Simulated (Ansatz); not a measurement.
# MnAs (P6_3/mmc) in Ansatz: a series of runs

One crystal, MnAs, is run at these levels: PBE; tasks: single point.

All numbers are computed with Ansatz 0.2.0; they aren't measurements. Logs are shortened: lines on timing, memory, paths and dates and some standing lists are left out, and cuts for length are marked.

## Step 1: The crystal as given

Symmetry: P6_3/mmc, No. 194, hexagonal system. Conventional cell: a = 3.710 Å, b = 3.710 Å, c = 5.691 Å, α = 90.00°, β = 90.00°, γ = 120.00°. As (site symmetry -6m2) is surrounded by 6 Mn at 2.57 Å. Mn (site symmetry -3m) has 6 As at 2.57 Å and 2 Mn at 2.85 Å as nearest neighbours.

## Step 2: Single point, PBE

input.yaml reads:

```yaml
crystal:
  lattice:
    - [3.71, 0.0, 0.0]
    - [-1.855, 3.212954248, 0.0]
    - [0.0, 0.0, 5.691]
  atoms:
    - { symbol: As, position: [0.6666666667, 0.3333333333, 0.75] }
    - { symbol: As, position: [0.3333333333, 0.6666666667, 0.25] }
    - { symbol: Mn, position: [0.0, 0.0, 0.5] }
    - { symbol: Mn, position: [0.0, 0.0, 0.0] }
hamiltonian:
  xc: pbe
  pseudopotentials: { kind: paw }
kpoints:
  mp_grid: { grid: [8, 8, 5] }
scf:
  occupations: { method: fermi_dirac, width: 0.05 }
output:
  forces: true
  stress: true
  eigenvalues: true
```

Potentials or basis: Ansatz PAW.

On the command line:

```bash
$ ansatz run input.yaml --threads 2 --pin off --max-ram 5632MiB --backend cpu --events-out ev --progress --plain --runs-dir out
```

What it wrote:

```text
Warning: RAYON_NUM_THREADS=2 ignored (pool sized by the plan → 2); use --threads N
Engine: ansatz 0.2.0, x86_64-unknown-linux-gnu
Pseudopotentials: kind: paw
Pseudopotential: As, paw, valence charge 15, recommended cutoff 420 eV (normal), As.paw.azcp
Pseudopotential: Mn, paw, valence charge 15, recommended cutoff 420 eV (normal), Mn.paw.azcp
Functional definition: PBE
  parameter kappa = 0.804
  parameter beta = 0.06672455060314922
  exchange = pbe_x(kappa = kappa, mu = beta*pi^2/3)
  correlation = pbe_c(beta = beta)
Crystal: 4 atoms, lattice volume = 67.837 Å³
Basis set: ecut = 420 eV, 1339 PW (Γ), exchange–correlation on 50×50×80 points (8 copies of the dense FFT grid, shifted against one another)
Bands: 36, of which v1, the nominal top of the filled ones, is band 30 counted from 1 (29 counted from 0)
Symmetry: 24 space group operations
Space group: P63/mmc (ITA 194), of the structure as read, at distance tolerance 4.1e-5 Å
k-points: 30 of 320
Non-local potential: As, projectors of the file, l = 0: 2, l = 1: 2, l = 2: 3, l = 3: 1
Non-local potential: Mn, projectors of the file, l = 0: 3, l = 1: 2, l = 2: 3, l = 3: 1
PAW form: soft (Blöchl's): semilocal exchange-correlation on the pseudo side does not see the compensation charge
PAW one-centre angular grid: As, 590 points (default); XC on 64 Gauss nodes
PAW one-centre angular grid: Mn, 590 points (default); XC on 64 Gauss nodes
Initial density: superposition of atomic densities (neutral atoms: chi_scale 0, normalization atom), corrected by the library's trained network
Initial wavefunctions: pseudopotential atomic-orbital guess
Functional: x = pbe(κ = 0.804, μ = 0.2195149727645171), c = pbe(β = 0.06672455060314922)
SCF iter   1: F=—  HF=-17509.213388 eV  |F-HF|=—  |Δ(HF+E_count)|=         —  Δρ=6.84e-3  dr2=2.19e-2  ethr=1.77e-3  ⟨swp⟩=4.9  Hψ=3487  notcnv=0
preconditioner: auto → Kerker (q_TF=auto, 2.673 Å⁻¹)  [metal: Δε(μ)=0.011 eV  Ē_g=5.018 eV  σ=0.050 eV  W_gap=0.05  n_scr=22 (ndim 8)  ℏωp=22.1 eV  f_vac=0.003  D(μ)=10.67/eV (n_scr^D=182)]
SCF iter   2: F=—  HF=-17509.211290 eV  |F-HF|=—  |Δ(HF+E_count)|=   2.10e-3  Δρ=2.62e-3  dr2=4.24e-3  ethr=3.65e-5  ⟨swp⟩=2.0  Hψ=1592  notcnv=0
SCF iter   3: F=—  HF=-17509.211052 eV  |F-HF|=—  |Δ(HF+E_count)|=   2.38e-4  Δρ=1.18e-3  dr2=1.11e-3  ethr=7.07e-6  ⟨swp⟩=1.0  Hψ=1080  notcnv=0
SCF iter   4: F=—  HF=-17509.210957 eV  |F-HF|=—  |Δ(HF+E_count)|=   9.56e-5  Δρ=2.75e-4  dr2=5.82e-5  ethr=1.85e-6  ⟨swp⟩=1.4  Hψ=1091  notcnv=0
SCF iter   5: F=—  HF=-17509.210990 eV  |F-HF|=—  |Δ(HF+E_count)|=   3.28e-5  Δρ=1.04e-4  dr2=7.87e-6  ethr=9.69e-8  ⟨swp⟩=2.0  Hψ=1460  notcnv=0
SCF iter   6: F=—  HF=-17509.210989 eV  |F-HF|=—  |Δ(HF+E_count)|=   4.22e-7  Δρ=2.59e-5  dr2=4.68e-7  ethr=1.31e-8  ⟨swp⟩=2.5  Hψ=1662  notcnv=0
SCF iter   7: F=—  HF=-17509.210989 eV  |F-HF|=—  |Δ(HF+E_count)|=   1.79e-7  Δρ=8.41e-6  dr2=6.30e-8  ethr=1.67e-10  ⟨swp⟩=5.2  Hψ=4537  notcnv=0
SCF iter   8: F=-17509.210989 eV  HF=-17509.210989 eV  |F-HF|=2.66e-9  |Δ(HF+E_count)|=   3.52e-8  Δρ=4.58e-6  dr2=1.74e-8  ethr=1.05e-10  ⟨swp⟩=4.0  Hψ=3510  notcnv=0
SCF 1 converged in 8 iterations: F = -17509.210989 eV  dr2 = 1.74e-8
SCF converged after 8 iterations
Free energy (F): -17509.210989 eV
Harris-Foulkes:  -17509.210989 eV  (|F-HF|=2.66e-9)
Internal energy: -17509.121903 eV  (E = F + TS)
E sigma→0 (E₀):  -17509.166446 eV
Entropy (-TS):   -0.089086 eV (-22.272 meV/atom)
Fermi energy:    12.780850 eV
--- Per-component energies (eV) ---
  E_band       = -920.918874
  E_kinetic    = 814.570213
  E_local      = -7120.882790  (includes V_loc(G=0)·N_el)
  E_nonlocal   = -854.351717
  E_hartree    = 3413.895436
  E_xc         = -382.693981
  E_vxc        = -445.707992  (∫ρ·V_xc dr)
  E_paw        = -6274.902194  (= ΣΔE_a)
  E_vpaw       = -142.339074  (= ΣTr[D̂ρ^β])
  E_aug_tail   = -0.000006  (compensation charges beyond the density's cutoff)
  E_ewald      = -7104.756863
  E_smearing   = -0.089086  (= −TS)
  E_closure    = -0.000000  (closes the sum)
  Σ components = -17509.210989   (vs F -17509.210989, Δ=0.00e0)
--- Forces (eV/Å), atoms counted from 1 ---
  atom   1  As    -0.00000000     0.00000000     0.00000000
  atom   2  As     0.00000000    -0.00000000    -0.00000000
  atom   3  Mn     0.00000000    -0.00000000     0.00000000
  atom   4  Mn     0.00000000     0.00000000    -0.00000000
  max |Σ_I F_I| component: 1.16e-18 eV/Å
--- Stress (GPa, compression-positive) ---
      -18.425182      -0.000000       0.000000
        0.000000     -18.425182      -0.000000
        0.000000      -0.000000     -20.967043
  P = ⅓ Tr σ = -19.2725 GPa (-192.725 kbar)
--- Band table (eV; the first three rows and the last of 30) ---
  k-point 0: bands = ["-66.1335", "-66.1242", "-35.0620", "-34.9580", "-34.8589", "-34.8589", "-34.8485", "-34.8485", "-22.9050", "-22.9050", "-22.8991", "-22.8991", "-22.8987", "-22.8977", "-22.8873", "-22.8873", "-22.8860", "-22.8860", "-0.0517", "2.3587", "6.9705", "9.8209", "9.8209", "10.9255", "11.7513", "11.7513", "12.0563", "12.0563", "12.9075", "12.9075", "13.6586", "13.6586", "14.1188", "14.5052", "16.7028", "16.7028"]
  k-point 1: bands = ["-66.1326", "-66.1251", "-35.0522", "-34.9680", "-34.8579", "-34.8579", "-34.8495", "-34.8495", "-22.9045", "-22.9045", "-22.8997", "-22.8997", "-22.8986", "-22.8978", "-22.8871", "-22.8871", "-22.8861", "-22.8861", "0.1020", "1.9756", "7.5865", "9.9509", "9.9509", "10.9188", "11.6407", "11.6407", "11.8320", "11.8320", "12.6648", "12.6648", "13.7130", "13.7894", "14.2924", "14.2924", "16.5462", "16.5462"]
  k-point 2: bands = ["-66.1303", "-66.1274", "-35.0262", "-34.9941", "-34.8553", "-34.8553", "-34.8521", "-34.8521", "-22.9030", "-22.9030", "-22.9012", "-22.9012", "-22.8983", "-22.8980", "-22.8868", "-22.8868", "-22.8864", "-22.8864", "0.5479", "1.2276", "8.9766", "10.3317", "10.3317", "10.3951", "10.9289", "10.9289", "12.0540", "12.0540", "12.3576", "12.3576", "12.8971", "13.1718", "15.2496", "15.2496", "16.0558", "16.0558"]
  k-point 29: bands = ["-66.1299", "-66.1270", "-35.0252", "-34.9933", "-34.8612", "-34.8593", "-34.8577", "-34.8560", "-22.9039", "-22.9031", "-22.9031", "-22.9015", "-22.8956", "-22.8956", "-22.8855", "-22.8852", "-22.8844", "-22.8841", "2.2697", "2.3258", "7.7911", "8.0828", "8.7584", "9.2979", "10.3878", "10.3967", "12.1048", "12.2730", "12.4146", "12.6193", "12.9063", "13.0622", "13.2611", "13.5747", "15.8736", "16.2737"]
```

It took 2.3 s on 2 threads of Intel Xeon Platinum 8488C (Sapphire Rapids), shared host; peak memory 0.42 GiB.

Results:

```yaml
Free_energy: -17509.2110 eV
Pressure: -19.3 GPa
Band_gap_on_the_k_mesh: none (metal or under the smearing width)
```

## Step 3: Single point, PBE, collinear spin, ferromagnetic start

Changes to input.yaml since step 2:

```diff
@@ -8,4 +8,4 @@
     - { symbol: As, position: [0.3333333333, 0.6666666667, 0.25] }
-    - { symbol: Mn, position: [0.0, 0.0, 0.5] }
-    - { symbol: Mn, position: [0.0, 0.0, 0.0] }
+    - { symbol: Mn, position: [0.0, 0.0, 0.5], spin: 4.0 }
+    - { symbol: Mn, position: [0.0, 0.0, 0.0], spin: 4.0 }
 hamiltonian:
@@ -13,2 +13,4 @@
   pseudopotentials: { kind: paw }
+magnetization:
+  spin_polarized: true
 kpoints:
```

Potentials or basis: Ansatz PAW.

On the command line:

```bash
$ ansatz run input.yaml --threads 2 --pin off --max-ram 5632MiB --backend cpu --events-out ev --progress --plain --runs-dir out
```

It took 8.5 s on 2 threads of Intel Xeon Platinum 8488C (Sapphire Rapids), shared host; peak memory 0.49 GiB.

Results (log left out):

```yaml
Free_energy: -17510.7921 eV
Pressure: -3.5 GPa
Band_gap_on_the_k_mesh: none (metal or under the smearing width)
Net_moment: 6.28 μB per cell
Absolute_moment: 7.02 μB per cell
Site_moments: As -0.12; Mn +3.15 μB
```

Stress tensor (GPa, compression positive):
```
-2.63  0.00  0.00
 0.00 -2.63  0.00
 0.00  0.00 -5.28
```

Levels at points of the mesh, in eV from the Fermi level:
Spin up:
| k point | band 31 | band 32 | band 33 | band 34 | band 35 | band 36 |
| --- | --- | --- | --- | --- | --- | --- |
| (0.00, 0.00, 0.00) | -0.49 | 0.55 | 0.55 | 1.48 | 2.85 | 2.85 |
| (0.00, -0.50, 0.00) | -2.10 | -1.89 | -1.64 | -0.56 | 1.05 | 3.14 |
Spin down:
| k point | band 25 | band 26 | band 27 | band 28 | band 29 | band 30 |
| --- | --- | --- | --- | --- | --- | --- |
| (0.00, 0.00, 0.00) | -0.13 | -0.13 | 0.00 | 0.00 | 0.50 | 0.50 |
| (0.00, -0.50, 0.00) | -2.72 | -2.06 | -1.32 | 0.65 | 0.75 | 0.78 |

Caveat: only a ferromagnetic start was run, and an antiferromagnetic order may lie lower in energy.

## Step 4: Single point, PBE, collinear spin, antiferromagnetic start

Changes to input.yaml since step 3:

```diff
@@ -9,3 +9,3 @@
     - { symbol: Mn, position: [0.0, 0.0, 0.5], spin: 4.0 }
-    - { symbol: Mn, position: [0.0, 0.0, 0.0], spin: 4.0 }
+    - { symbol: Mn, position: [0.0, 0.0, 0.0], spin: -4.0 }
 hamiltonian:
@@ -23 +23,5 @@
   eigenvalues: true
+  write_density: true
+  write_potential: true
+  elf: true
+  volumetric_format: npy
```

Potentials or basis: Ansatz PAW.

On the command line:

```bash
$ ansatz run input.yaml --threads 2 --pin off --max-ram 5632MiB --backend cpu --events-out ev --progress --plain --runs-dir out
```

What it wrote:

```text
Warning: RAYON_NUM_THREADS=2 ignored (pool sized by the plan → 2); use --threads N
Engine: ansatz 0.2.0, x86_64-unknown-linux-gnu
Pseudopotentials: kind: paw
Pseudopotential: As, paw, valence charge 15, recommended cutoff 420 eV (normal), As.paw.azcp
Pseudopotential: Mn, paw, valence charge 15, recommended cutoff 420 eV (normal), Mn.paw.azcp
Functional definition: PBE
  parameter kappa = 0.804
  parameter beta = 0.06672455060314922
  exchange = pbe_x(kappa = kappa, mu = beta*pi^2/3)
  correlation = pbe_c(beta = beta)
Crystal: 4 atoms, lattice volume = 67.837 Å³
Basis set: ecut = 420 eV, 1339 PW (Γ), exchange–correlation on 50×50×80 points (8 copies of the dense FFT grid, shifted against one another)
Bands: 41, of which v1, the nominal top of the filled ones, is band 30 counted from 1 (29 counted from 0)
Symmetry: 12 space group operations
Space group: P-3m1 (ITA 164), of the structure as read, at distance tolerance 4.1e-5 Å
[... 54 lines left out ...]
  E_ewald      = -7104.756863
  E_smearing   = -0.029799  (= −TS)
  E_closure    = -0.000000  (closes the sum)
  Σ components = -17510.664457   (vs F -17510.664457, Δ=0.00e0)
--- Forces (eV/Å), atoms counted from 1 ---
  atom   1  As     0.00000000     0.00000000    -0.00000609
  atom   2  As    -0.00000000    -0.00000000     0.00000609
  atom   3  Mn     0.00000000     0.00000000     0.00000000
  atom   4  Mn     0.00000000    -0.00000000     0.00000000
  max |Σ_I F_I| component: 2.31e-18 eV/Å
--- Stress (GPa, compression-positive) ---
       -6.251861       0.000000      -0.000000
        0.000000      -6.251861      -0.000000
        0.000000      -0.000000      -4.119990
  P = ⅓ Tr σ = -5.5412 GPa (-55.412 kbar)
--- Band table (eV; the first three rows and the last of 80) ---
  k-point 0 ↑: bands = ["-67.7254", "-64.4543", "-36.5081", "-36.5081", "-36.4269", "-33.2966", "-33.2624", "-33.2624", "-22.4688", "-22.4688", "-22.4647", "-22.4636", "-22.4627", "-22.4627", "-22.4444", "-22.4444", "-22.4431", "-22.4431", "0.0867", "2.5487", "7.0069", "9.5486", "9.5486", "10.4826", "10.7095", "10.7095", "12.2659", "12.2659", "13.8044", "13.8044", "13.8263", "13.8263", "14.6716", "14.6964", "16.9371", "16.9371", "17.1296", "18.6162", "20.2089", "20.2089", "23.7013"]
  k-point 1 ↑: bands = ["-67.7254", "-64.4544", "-36.5081", "-36.5081", "-36.4266", "-33.2970", "-33.2624", "-33.2624", "-22.4682", "-22.4682", "-22.4646", "-22.4637", "-22.4633", "-22.4633", "-22.4443", "-22.4443", "-22.4432", "-22.4432", "0.2422", "2.1519", "7.6215", "9.6328", "9.6328", "10.5113", "10.7314", "10.7314", "11.8630", "11.8630", "13.6522", "13.6880", "13.6880", "14.4024", "14.4024", "14.5384", "16.7987", "16.7987", "17.5442", "19.3353", "20.3038", "20.3038", "22.4639"]
  k-point 2 ↑: bands = ["-67.7254", "-64.4544", "-36.5081", "-36.5081", "-36.4262", "-33.2975", "-33.2624", "-33.2624", "-22.4667", "-22.4667", "-22.4648", "-22.4648", "-22.4643", "-22.4640", "-22.4439", "-22.4439", "-22.4435", "-22.4435", "0.6934", "1.3867", "8.9111", "9.8056", "9.8056", "10.3524", "10.7841", "10.7841", "11.3329", "11.3329", "12.3167", "13.6211", "13.6211", "14.1580", "15.1713", "15.1713", "16.4480", "16.4480", "18.4724", "19.5413", "20.6264", "20.6264", "21.3193"]
  k-point 39 ↓: bands = ["-67.7250", "-64.4539", "-36.5133", "-36.5116", "-36.4253", "-33.2965", "-33.2689", "-33.2668", "-22.4677", "-22.4672", "-22.4671", "-22.4652", "-22.4612", "-22.4611", "-22.4426", "-22.4423", "-22.4414", "-22.4412", "2.4534", "2.5111", "7.8003", "8.1166", "8.7497", "9.3096", "10.1374", "10.2365", "11.0781", "11.2880", "11.3463", "12.9093", "13.2289", "13.8600", "14.3571", "14.4521", "16.1460", "16.5892", "18.8559", "19.5998", "19.9071", "21.3335", "22.2097"]
```

rho_z.tsv:

```text
# z_ang	rho[e/angstrom^3]	rho_spin[e/angstrom^3]
# format = ansatz-planar-average/11
# lattice	3.710000000	0.000000000	0.000000000
# lattice	-1.855000000	3.212954248	0.000000000
# lattice	0.000000000	0.000000000	5.691000000
# sites	4
# site	33	1.855000000	1.070984749	4.268250000
# site	33	-0.000000000	2.141969499	1.422750000
# site	25	0.000000000	0.000000000	2.845500000
# site	25	0.000000000	0.000000000	0.000000000
0.000000	1.495854e0	-3.261195e-1
0.142275	1.360078e0	-2.860742e-1
0.284550	1.035260e0	-1.993598e-1
0.426825	6.952171e-1	-1.196468e-1
0.569100	4.675817e-1	-6.675978e-2
0.711375	3.826056e-1	-3.564773e-2
[... 32 lines left out ...]
5.406450	1.035260e0	-1.993598e-1
5.548725	1.360078e0	-2.860742e-1
```

v_z.tsv:

```text
# z_ang	v_es[eV]	v_tot_up[eV]	v_tot_dn[eV]
# format = ansatz-planar-average/11
# xc	pbe
# density_cutoff_ev	1680
# datasets	As=:simpson_from_first_knot:soft	Mn=:simpson_from_first_knot:soft
# lattice	3.710000000	0.000000000	0.000000000
# lattice	-1.855000000	3.212954248	0.000000000
# lattice	0.000000000	0.000000000	5.691000000
# sites	4
# site	33	1.855000000	1.070984749	4.268250000
# site	33	-0.000000000	2.141969499	1.422750000
# site	25	0.000000000	0.000000000	2.845500000
# site	25	0.000000000	0.000000000	0.000000000
0.000000	4.922300e0	-6.056135e0	-6.826152e0
0.142275	5.142005e0	-5.803836e0	-6.535191e0
0.284550	5.777311e0	-5.074288e0	-5.707323e0
0.426825	6.634280e0	-4.089508e0	-4.612001e0
0.569100	7.420103e0	-3.166561e0	-3.590775e0
0.711375	8.135676e0	-2.355028e0	-2.683436e0
[... 32 lines left out ...]
5.406450	5.777311e0	-5.074288e0	-5.707323e0
5.548725	5.142005e0	-5.803836e0	-6.535191e0
```

Wall time 13 s (2 threads of Intel Xeon Platinum 8488C (Sapphire Rapids), shared host); peak memory 0.54 GiB.

Results:

```yaml
Free_energy: -17510.6645 eV
Pressure: -5.5 GPa
Band_gap_on_the_k_mesh: none (metal or under the smearing width)
Net_moment: 0.00 μB per cell
Absolute_moment: 6.55 μB per cell
Site_moments: As +0.00; Mn +2.99, -2.99 μB
```

Levels at points of the mesh, in eV from the Fermi level:
Spin up:
```
            k point  band 26  band 27  band 28  band 29  band 30  band 31  band 32  band 33  band 34  band 35
 (0.00, 0.00, 0.00)    -2.40    -0.84    -0.84     0.70     0.70     0.72     0.72     1.56     1.59     3.83
(0.00, -0.50, 0.00)    -2.60    -2.00    -1.90    -1.72    -0.59    -0.32     1.06     1.19     1.32     2.56
```
Spin down:
| k point | band 28 | band 29 | band 30 | band 31 | band 32 | band 33 |
| --- | --- | --- | --- | --- | --- | --- |
| (0.00, 0.00, 0.00) | -0.84 | 0.70 | 0.70 | 0.72 | 0.72 | 1.56 |
| (0.00, -0.50, 0.00) | -1.90 | -1.72 | -0.59 | -0.32 | 1.06 | 1.19 |

Caveat: the magnetic or orbital state may not be the lowest.

## Step 5: Single point, PBE, collinear spin, ferrimagnetic start

Changes to input.yaml since step 4:

```diff
@@ -9,3 +9,3 @@
     - { symbol: Mn, position: [0.0, 0.0, 0.5], spin: 4.0 }
-    - { symbol: Mn, position: [0.0, 0.0, 0.0], spin: -4.0 }
+    - { symbol: Mn, position: [0.0, 0.0, 0.0], spin: -2.0 }
 hamiltonian:
@@ -23,5 +23 @@
   eigenvalues: true
-  write_density: true
-  write_potential: true
-  elf: true
-  volumetric_format: npy
```

On the command line:

```bash
$ ansatz run input.yaml --threads 2 --pin off --max-ram 5632MiB --backend cpu --events-out ev --progress --plain --runs-dir out
```

Wall time 12 s (2 threads of Intel Xeon Platinum 8488C (Sapphire Rapids), shared host); peak memory 0.53 GiB.

The run converged. Its results:

- Free energy: -17510.6645 eV
- Pressure: -5.5 GPa
- Band gap on the k mesh: none (metal or under the smearing width)
- Net moment: 0.00 μB per cell
- Absolute moment: 6.55 μB per cell
- Site moments: As -0.00; Mn +2.99, -2.99 μB

Stress tensor (GPa, compression positive):
```
-6.25  0.00  0.00
 0.00 -6.25  0.00
 0.00  0.00 -4.12
```

Levels at points of the mesh, in eV from the Fermi level:
Spin up:
| k point | band 27 | band 28 | band 29 | band 30 | band 31 | band 32 | band 33 | band 34 |
| --- | --- | --- | --- | --- | --- | --- | --- | --- |
| (0.00, 0.00, 0.00) | -0.84 | -0.84 | 0.70 | 0.70 | 0.72 | 0.72 | 1.56 | 1.59 |
| (0.00, -0.50, 0.00) | -2.00 | -1.90 | -1.72 | -0.59 | -0.32 | 1.06 | 1.19 | 1.32 |
Spin down:
```tsv
k point	band 27	band 28	band 29	band 30	band 31	band 32	band 33	band 34
(0.00, 0.00, 0.00)	-0.84	-0.84	0.70	0.70	0.72	0.72	1.56	1.59
(0.00, -0.50, 0.00)	-2.00	-1.90	-1.72	-0.59	-0.32	1.06	1.19	1.32
```

Caveat: the magnetic or orbital state may not be the lowest.
